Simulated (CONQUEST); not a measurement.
SnO2 (Cassiterite):

```
Sn O
1.0
     3.18650    0.00000    0.00000
     0.00000    4.73800    0.00000
     0.00000    0.00000    4.73800
Sn O
2 4
Cartesian
  1.5933 2.3690 2.3690
  0.0000 0.0000 0.0000
  1.5933 0.9140 0.9140
  0.0000 3.2830 1.4550
  1.5933 3.8240 3.8240
  0.0000 1.4550 3.2830
```

Base run:

| Property | Result |
| --- | --- |
| Program | CONQUEST 1.3 |
| Functional | PBE |
| Potentials or basis | PseudoDojo NC PBE, DZP, grid cutoff 150 Ha |
| k mesh | 8 × 6 × 6 |
| Occupations | fermi-dirac, width 0.05 eV |
| Spin | no spin polarisation |

Its results: band gap on the k mesh 1.04 eV, direct; pressure 17.8 GPa; largest force 0.274 eV/Å.

Question: After a change of settings the same cell gave: band gap on the k mesh 0.94 eV, direct; pressure 11.3 GPa; largest force 0.200 eV/Å. Which change was it?
A. potentials or basis from PseudoDojo NC PBE, DZP, grid cutoff 150 Ha to PseudoDojo NC PBE, DZ, grid cutoff 150 Ha
B. potentials or basis from PseudoDojo NC PBE, DZP, grid cutoff 150 Ha to PseudoDojo NC PBE, SZP, grid cutoff 150 Ha; k mesh from 8 × 6 × 6 to 6 × 4 × 4
C. functional from PBE to PBEsol; potentials or basis from PseudoDojo NC PBE, DZP, grid cutoff 150 Ha to PseudoDojo NC PBEsol, DZP, grid cutoff 150 Ha
D. potentials or basis from PseudoDojo NC PBE, DZP, grid cutoff 150 Ha to PseudoDojo NC PBE, SZ, grid cutoff 150 Ha

Answer: C.

Caveats: spin-orbit coupling is left out, which moves the levels of the heavy elements; the basis of atomic orbitals isn't converged, which shifts pressures, moduli and gaps; so large a pressure means that the cell lies far from this level's equilibrium, or that cutoff or potentials fall short (some runs).

Not every run made on this cell is shown here.
